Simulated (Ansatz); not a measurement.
Runs of Ansatz 0.2.0 on MoS2. The cell holds a slab with vacuum, 6 atoms: a = 3.185 Å, b = 3.185 Å, c = 21.671 Å, α = 90.00°, β = 90.00°, γ = 120.00°. 

| task | level | cell | smearing | points for each segment of the path | gap on the mesh (eV) | relaxed volume (Å³/atom) | largest force (eV/Å) |
| --- | --- | --- | --- | --- | --- | --- | --- |
| relaxation of cell and atoms | PBEsol+D4 | relaxed | fermi-dirac 0.05 eV | - | 1.17 | (a) | 0.01 |
| single point | PBE | as given | gaussian 0.015 eV | - | 1.38 | - | 0.23 |
| band structure | PBE | as given | fermi-dirac 0.05 eV | 14 | 1.38 | - | 0.23 |
| relaxation of cell and atoms | BLYP+D4 | relaxed | fermi-dirac 0.05 eV | - | 1.14 | 31.20 | - |
| band structure | LDA | as given | fermi-dirac 0.05 eV | 14 | 1.36 | - | (b) |

Alike in all rows: potentials or basis Ansatz PAW; no spin polarisation; k mesh 10 × 10 × 2; cutoff (eV) 420.

Question: Estimate the missing entries.

Answer: (a) 30.21; (b) 0.38.

Caveats: the PAW data sets come from PBE, with cores solved anew for the run's functional, which leaves a small shift of forces and pressure (some runs); the plane-wave basis is chosen anew once the cell has moved, so the energies of steps on either side of that aren't comparable (some runs); the k mesh misses the band edges, so the gap on the mesh is wider than the one along the path (some runs).

A k mesh can miss the band edges, and the runs leave out spin-orbit coupling on Mo.
